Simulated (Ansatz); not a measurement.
# Carriers in KF (Fm-3m)

```
K F
1.0
     0.00000    2.65419    2.65419
     2.65419    0.00000    2.65419
     2.65419    2.65419    0.00000
K F
1 1
Direct
  0.00000 0.00000 0.00000
  0.50000 0.50000 0.50000
```

Computed, not measured; unless marked otherwise by PBEsol, all-electron LAPW in Ansatz 0.2.0, scalar-relativistic. k mesh 8×8×8, fixed occupations, basis error target 1 meV/atom. The cell was relaxed by PAW under this functional.

Extrema are searched on a 12×12×12 mesh and refined by Newton steps; masses come from band slopes 0.005 Å⁻¹ away, 1/m* = (1/ħ²) d²E/dk², negative for holes (the finite step makes the lightest masses up to about 3 % heavy). k is in units of the reciprocal vectors.

Problem. Where are the band edges, and is the gap direct?

Solution. The valence maximum lies at Gamma (0.000, 0.000, 0.000) and the conduction minimum at Gamma (0.000, 0.000, 0.000), so the Kohn-Sham gap of 6.141 eV is direct. A further valence extremum at X (0.000, -0.500, -0.500) lies 0.051 eV from the edge (3 equivalent points).

Problem. What are the electron masses at the edge?

Solution. The principal masses are 0.537, 0.537, 0.537 mₑ. One valley has a density-of-states mass (m₁m₂m₃)^(1/3) = 0.537; the direction-averaged conductivity mass 3/Σ(1/mᵢ) is 0.537 mₑ.

Problem. Several bands lie at or near the hole edge, or its surface isn't an ellipsoid. What are the masses by direction?

Solution. 

| direction | branch from the edge | its level at the point (eV from the edge) | m*/mₑ |
| --- | --- | --- | --- |
| 100 | 1 | 0.000 | -15.4 |
| 100 | 2 | 0.000 | -15.4 |
| 100 | 3 | 0.000 | -0.996 |
| 110 | 1 | 0.000 | -15.4 |
| 110 | 2 | 0.000 | -3.05 |
| 110 | 3 | 0.000 | -1.35 |
| 111 | 1 | 0.000 | -4.16 |
| 111 | 2 | 0.000 | -4.16 |
| 111 | 3 | 0.000 | -1.53 |
| 11-2 | 1 | 0.000 | -6.54 |
| 11-2 | 2 | 0.000 | -4.73 |
| 11-2 | 3 | 0.000 | -1.3 |

Problem. Along the Cartesian direction 111 the conduction slope is 0.07101 eV·Å one step out. What is it four steps out, and what does that say?

Solution. 0.2839 eV·Å, 3.998 times the first; a parabola would give 4, so the band is nearly parabolic here.

Problem. What electronic dielectric constant and refractive index follow from the same bands (independent particles)?

Solution. ε∞ = (2.11, 2.11, 2.11), so n ≈ √ε∞ = 1.45 (mean over directions) well under the gap and the normal reflectivity is ((n − 1)/(n + 1))² = 0.034. Local fields, left out here, lower ε∞ by several per cent.

Problem. What gap does PAW give in the same cell?

Solution. 6.147 eV, 6 meV from the LAPW value.

Problem. Cells strained by ±0.5 % (all lengths, zz alone, equal engineering shears γ in yz, zx, xy; ions relaxed) give deformation potentials. How do the edge levels move, in eV per unit strain against the centre of the top valence set?

Solution. 

```csv
point,k,side,bands,level (eV),d/dlnV,d/dε_zz,d/dγ,split/ε_zz,split/γ
Gamma,0.00 0.00 0.00,valence,3,0.000,0.00,0.00,0.00*,1.62,1.46
Gamma,0.00 0.00 0.00,conduction,1,6.141,-5.08,-5.08,0.00*,–,–
X,0.00 -0.50 -0.50,conduction,1,8.125,-0.57,-1.74,0.00*,–,–
X,-0.50 -0.50 0.00,conduction,1,8.125,-0.57,1.79,0.00*,–,–
L,-0.50 0.00 0.00,valence,2,-0.373,0.89,0.89,-0.63,0.27,2.51
L,-0.50 0.00 0.00,conduction,1,9.063,-4.03,-4.03,1.20,–,–
L,-0.50 -0.50 -0.50,valence,2,-0.373,0.89,0.89,1.89,0.27,0.00
L,-0.50 -0.50 -0.50,conduction,1,9.063,-4.03,-4.03,-3.60,–,–
```

For the triplet at Γ the single level moves against the pair by 3bε_zz and by 3√3 d (γ/2), so b = -0.54 eV and d = -0.56 eV.

Sets with another level within 0.15 eV are left out, since it mixes in under strain; the reference set stays in any case. Entries marked * vanish by symmetry to first order; what they show is the residue of the finite step. These cells use a basis error target of 0.5 meV/atom.

Limits of these numbers: semilocal gaps are low, and what follows the gap (onsets, screening, light masses) shifts with it; without spin-orbit coupling, bands that meet at the valence top are not the light and heavy holes of experiment; the frozen-core PAW files of the compared runs were fitted under PBE, their cores solved anew for this functional.
